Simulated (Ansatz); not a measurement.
The system is Ga2O3.

```
Ga O
1.0
     6.10700   -1.51855    0.00000
     6.10700    1.51855    0.00000
    -1.38599    0.00000    5.63001
Ga O
4 6
Direct
  0.34134 0.34134 0.68598
  0.65866 0.65866 0.31402
  0.90950 0.90950 0.20540
  0.09050 0.09050 0.79460
  0.50410 0.50410 0.74340
  0.49590 0.49590 0.25660
  0.82670 0.82670 0.43680
  0.17330 0.17330 0.56320
  0.83550 0.83550 0.89020
  0.16450 0.16450 0.10980
```

```yaml
Program: Ansatz 0.2.0
Task: relaxation of cell and atoms
Functional: SVWN5
Potentials_or_basis: Ansatz PAW
Cutoff: "420 eV (not typed: the program's choice for these potentials)"
k_mesh: 9 × 9 × 5
Occupations: fermi-dirac, width 0.05 eV
Spin: no spin polarisation
```

At the start: volume 10.44 Å³/atom.

How do energy, volume and symmetry change on relaxing?

It ends after 9 steps and the volume is 10.22 Å³/atom (-2.2 %); space group C2/m (No. 12, to 0.05 Å).

Step by step:
```csv
step,energy change (eV),largest force (eV/Å),volume (Å³)
1,0.0000,0.0907,104.42
2,-0.0326,0.0756,103.06
3,-0.0423,0.0278,102.23
4,-0.0423,0.0191,102.26
5,-0.0423,0.0175,102.25
6,-0.0423,0.0011,102.26
7,-0.0294,0.0008,102.26
8,-0.0301,0.0002,102.16
9,-0.0295,0.0002,102.16
```

Final structure:
```xyz
10
Lattice="6.0661 -1.5076 0.0056 6.0661 1.5076 0.0056 -1.3716 0.0000 5.5841" Properties=species:S:1:pos:R:3 pbc="T T T"
Ga    3.1980    0.0000    3.8328
Ga    7.5627    0.0000    1.7625
Ga   10.7508    0.0000    1.1546
Ga    0.0099    0.0000    4.4407
O     5.0887    0.0000    4.1614
O     5.6720    0.0000    1.4339
O     9.4319    0.0000    2.4540
O     1.3287    0.0000    3.1413
O     8.9004    0.0000    4.9828
O     1.8603    0.0000    0.6125
```

Caveat: the plane-wave basis is chosen anew once the cell has moved, so the energies of steps on either side of that aren't comparable; the pressure holds a Pulay correction of +1.0 GPa for the finite cutoff; the PAW data sets come from PBE, with cores solved anew for the run's functional, which leaves a small shift of forces and pressure.
